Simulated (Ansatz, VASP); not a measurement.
**KBr: VASP beside Ansatz**

```xyz
2
Lattice="0.0000 3.5559 3.0291 3.5559 0.0000 3.0291 3.5559 3.5559 0.0000" Properties=species:S:1:pos:R:3 pbc="T T T"
K     0.0000    0.0000    0.0000
Br    3.5559    3.5559    3.0291
```

Change from the starting cell: strain +0.080 along x and y, -0.080 along z, atoms carried along.

Alike in both runs: task single point; functional PBEsol; k mesh 6 × 6 × 6; occupations gaussian, width 0.05 eV; no spin polarisation.

|  | VASP | Ansatz |
| --- | --- | --- |
| version | VASP 6.6.1 | Ansatz 0.2.0 |
| potentials or method | VASP PAW PBE potentials, release 64 (K_sv, Br) | scalar-relativistic, plane waves, PAW |
| plane-wave cutoff (eV) | 520 | 420 |
| valence electrons in the cell | 16 | 16 |

```tsv
	VASP	Ansatz	Ansatz less VASP
gap on the k mesh at the Fermi level (eV)	4.05	4.05	+0.003
least direct gap on the mesh (eV)	4.05	4.05	+0.003
pressure (GPa)	0.1	0.0	-0.05
largest component of the traceless stress (GPa)	3.38	3.31	-0.071
```

The functional is the same, so the differences come from potentials, cutoffs and numerics.

Caveats: the PAW data sets were made with another functional, which shifts forces and pressure a little (VASP).
